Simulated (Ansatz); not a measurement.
GaAs:

```xyz
2
Lattice="0.0000 2.8268 2.8268 2.8268 0.0000 2.8268 2.8268 2.8268 0.0000" Properties=species:S:1:pos:R:3 pbc="T T T"
As    4.2403    4.2403    4.2403
Ga    0.0000    0.0000    0.0000
```

Program: Ansatz 0.2.0. Alike in all runs: potentials or basis Ansatz PAW; cell as given. Hardware: 2 threads of Intel(R) Xeon(R) Processor @ 2.50GHz (Skylake/Cascade Lake), with other jobs on the host.

**Question.** Order these runs on this cell by their wall time, lowest first.
A. task band structure; level r2SCAN; spin SOC, no magnetisation; k mesh 6 × 6 × 6; cutoff (eV) 500; smearing fermi-dirac 0.05 eV; points for each segment of the path 14
B. task single point; level PBE; spin off; k mesh 8 × 8 × 8; cutoff (eV) 420; smearing gaussian 0.022 eV
C. task band structure; level r2SCAN; spin off; k mesh 8 × 8 × 8; cutoff (eV) 500; smearing fermi-dirac 0.05 eV; points for each segment of the path 14

**Answer.** B (4.8 s), C (19 s), A (64 s).
